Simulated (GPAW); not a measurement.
Crystal: Sb.

```
Sb
1.0
     0.00000    2.37124    2.37124
     2.37124    0.00000    2.37124
     2.37124    2.37124    0.00000
Sb
1
Direct
  0.00000 0.00000 0.00000
```

This isn't the form of Sb at room conditions, which is rhombohedral.

Base run:

- Program: GPAW 26.7.0
- Functional: LDA
- Potentials or basis: the program's PAW data sets (release 1.2.1) made for this functional
- Cutoff: 500 eV
- Basis: pw
- k mesh: 8 × 8 × 8
- Occupations: fermi-dirac, width 0.05 eV
- Spin: no spin polarisation

Its results: band gap on the k mesh none (metal or under the smearing width); pressure -2.8 GPa.

Task: The run is repeated on the same cell with these changes: cutoff from 500 eV to 450 eV. What comes out?

Result: Band gap on the k mesh none (metal or under the smearing width); pressure -4.0 GPa.

Caveats: the cutoff is short for stress and forces, so pressures can be off by a GPa or more.

Not every run made on this cell is shown here.
